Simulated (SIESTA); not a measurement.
Set up this calculation in SIESTA 5.4.2, as the native input.

```
Task                : band structure
Functional          : vdW-DF-cx
Potentials or basis : PseudoDojo 0.4 standard (PBE files)
Basis               : DZP (energy shift 0.002 Ry)
Grid cutoff         : 800 Ry
Energy shift        : 0.002 Ry
k mesh              : 11 × 11 × 6
Occupations         : fermi-dirac, width 0.05 eV
Spin                : no spin polarisation
```

The system is Os.

```xyz
2
Lattice="2.7341 0.0000 0.0000 -1.3671 2.3678 0.0000 0.0000 0.0000 4.3197" Properties=species:S:1:pos:R:3 pbc="T T T"
Os    1.3671    0.7893    3.2398
Os    0.0000    1.5785    1.0799
```

One way to write it, as run:

Os.fdf

```
SystemName                      Osmium
SystemLabel                     Os
NumberOfSpecies                 1
NumberOfAtoms                   2
%block ChemicalSpeciesLabel
  1  76 Os
%endblock ChemicalSpeciesLabel

LatticeConstant                 1.0 Ang
%block LatticeVectors
     2.7341000000     0.0000000000     0.0000000000
    -1.3670500000     2.3678000565     0.0000000000
     0.0000000000     0.0000000000     4.3197000000
%endblock LatticeVectors
AtomicCoordinatesFormat         Fractional
%block AtomicCoordinatesAndAtomicSpecies
     0.6666666667     0.3333333333     0.7500000000  1  Os
     0.3333333333     0.6666666667     0.2500000000  1  Os
%endblock AtomicCoordinatesAndAtomicSpecies

%block kgrid.MonkhorstPack
   11   0   0  0.0
    0  11   0  0.0
    0   0   6  0.0
%endblock kgrid.MonkhorstPack
XC.Functional                   VDW
XC.Authors                      BH
PAO.BasisSize                   DZP
PAO.EnergyShift                 0.002 Ry
Mesh.Cutoff                     800 Ry
OccupationFunction              FD
ElectronicTemperature           0.05 eV
MaxSCFIterations                120
SCF.MustConverge                false
SCF.Mixer.Method                Pulay
SCF.Mixer.Weight                0.25
SCF.Mixer.History               8
SCF.DM.Tolerance                5.0e-05
SCF.H.Tolerance                 1.0e-03 eV
WriteForces                     true
Charge.Mulliken                 end
BandLinesScale                  ReciprocalLatticeVectors
%block BandLines
    1    0.000000   0.000000   0.000000  \Gamma
   11    0.500000   0.000000   0.000000  M
    6    0.333333   0.333333   0.000000  K
   13    0.000000   0.000000   0.000000  \Gamma
    6    0.000000   0.000000   0.500000  A
   11    0.500000   0.000000   0.500000  L
    6    0.333333   0.333333   0.500000  H
   13    0.000000   0.000000   0.500000  A
    1    0.500000   0.000000   0.500000  L
    6    0.500000   0.000000   0.000000  M
    1    0.333333   0.333333   0.000000  K
    6    0.333333   0.333333   0.500000  H
%endblock BandLines
```

Potentials or basis: PseudoDojo 0.4 standard (PBE files), DZP (energy shift 0.002 Ry).

Run with:

```bash
$ siesta Os.fdf > Os.out 2>&1
```

Results of the run:

```yaml
Pressure: 3.6 GPa
Band_gap_on_the_k_mesh: none (metal or under the smearing width)
```

Caveat: semicore shells carry a single zeta, which can move pressures by several GPa and volumes by a few percent; the potentials were made for another functional, which shifts forces and pressure; spin-orbit coupling is left out, which moves the levels of the heavy elements; the basis of atomic orbitals isn't converged, which shifts pressures, moduli and gaps.

Run time: 95 s on 1 thread of Arm Neoverse V1, on a shared host, peak memory 0.42 GiB.
